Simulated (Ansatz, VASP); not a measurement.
# H: VASP beside Ansatz

The input INCAR:

```
PREC = Accurate ; ENCUT = 520
EDIFF = 1E-6 ; ISMEAR = 0
SIGMA = 0.05 ; LREAL = False
LASPH = True ; NELM = 60
ALGO = Normal ; ISIF = 2
LWAVE = False ; LCHARG = True
GGA = PE ; LELF = True
LVHAR = True ; NBANDS = 10
```

File KPOINTS:

```
regular mesh
0
Gamma
  9 9 6
```

POSCAR

```
H
1.0
    3.7441271620      0.0000000000      0.0000000000
   -1.8720635810      3.2425092373      0.0000000000
    0.0000000000      0.0000000000      4.9204950112
H
4
Direct
    0.3333333333      0.6666666667      0.1764958800
    0.6666666667      0.3333333333      0.6764958800
    0.6666666667      0.3333333333      0.8235041200
    0.3333333333      0.6666666667      0.3235041200
```

Input for Ansatz:

```yaml
crystal:
  lattice:
    - [3.744127162, 0.0, 0.0]
    - [-1.872063581, 3.2425092373, 0.0]
    - [0.0, 0.0, 4.9204950112]
  atoms:
    - { symbol: H, position: [0.3333333333, 0.6666666667, 0.17649588] }
    - { symbol: H, position: [0.6666666667, 0.3333333333, 0.67649588] }
    - { symbol: H, position: [0.6666666667, 0.3333333333, 0.82350412] }
    - { symbol: H, position: [0.3333333333, 0.6666666667, 0.32350412] }
basis:
  ecutwfc: 420
kpoints:
  mp_grid: { grid: [9, 9, 6] }
hamiltonian:
  xc: pbe
scf:
  occupations: { method: gaussian, width: 0.05 }
output:
  forces: true
  stress: true
  eigenvalues: true
```

Change from the starting cell: strain -0.025 along x and y, -0.025 along z, atoms carried along.

Alike in both runs: task single point; functional PBE; k mesh 9 × 9 × 6; occupations gaussian, width 0.05 eV; no spin polarisation.

```csv
,VASP,Ansatz
version,VASP 6.6.1,Ansatz 0.2.0
potentials or method,"VASP PAW PBE potentials, release 64 (H)","scalar-relativistic, plane waves, PAW"
plane-wave cutoff (eV),520,420
valence electrons in the cell,4,4
```

```tsv
	VASP	Ansatz	Ansatz less VASP
gap on the k mesh at the Fermi level (eV)	9.55	9.55	-0.001
least direct gap on the mesh (eV)	9.55	9.55	-0.001
pressure (GPa)	1.2	1.4	+0.18
largest component of the traceless stress (GPa)	2.60	2.68	+0.072
rms of the force components (eV/Å)	0.583	0.591	+0.0084
```

Atom by atom the forces differ by 0.008 eV/Å (rms over components). With one functional, cell and mesh, what is left measures potentials, basis and numerics.

Caveats: an odd mesh through Γ misses points on the zone boundary, where band edges often lie; forces of over 1 eV/Å show positions far from the minimum, so gaps and moduli don't describe the material at rest.
